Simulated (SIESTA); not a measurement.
Crystal: Fe.

```
Fe
1.0
    -1.44300    1.44300    1.44300
     1.44300   -1.44300    1.44300
     1.44300    1.44300   -1.44300
Fe
1
Direct
  0.00000 0.00000 0.00000
```

Base run:

| Quantity | Value |
| --- | --- |
| Program | SIESTA 5.4.2 |
| Functional | PBEsol |
| Potentials or basis | PseudoDojo 0.4 standard (PBEsol files) |
| Basis | DZP (energy shift 0.003 Ry; two zetas on semicore shells) |
| Grid cutoff | 800 Ry |
| Energy shift | 0.003 Ry |
| k mesh | 13 × 13 × 13 |
| Occupations | fermi-dirac, width 0.05 eV |
| Spin | collinear spin, zero start |
| Starting moments | [0.0] μB |

Its results: band gap on the k mesh none (metal or under the smearing width); pressure -36.6 GPa; net moment 0.00 μB per cell.

Task: The run is repeated on the same cell with these changes: spin from collinear spin, zero start to collinear spin, ferromagnetic start; moments at the start from [0.0] to [3.0]. What comes out?

Result: Band gap on the k mesh none (metal or under the smearing width); pressure -17.2 GPa; net moment 2.36 μB per cell; site moments Fe +2.36 μB.

Caveats: short orbitals over semicore shells can move pressures by several GPa; the basis of atomic orbitals isn't converged, which shifts pressures, moduli and gaps; a pressure of tens of GPa on the cell as given is suspect, and the run, the potentials or the cell itself is likely at fault (some runs).
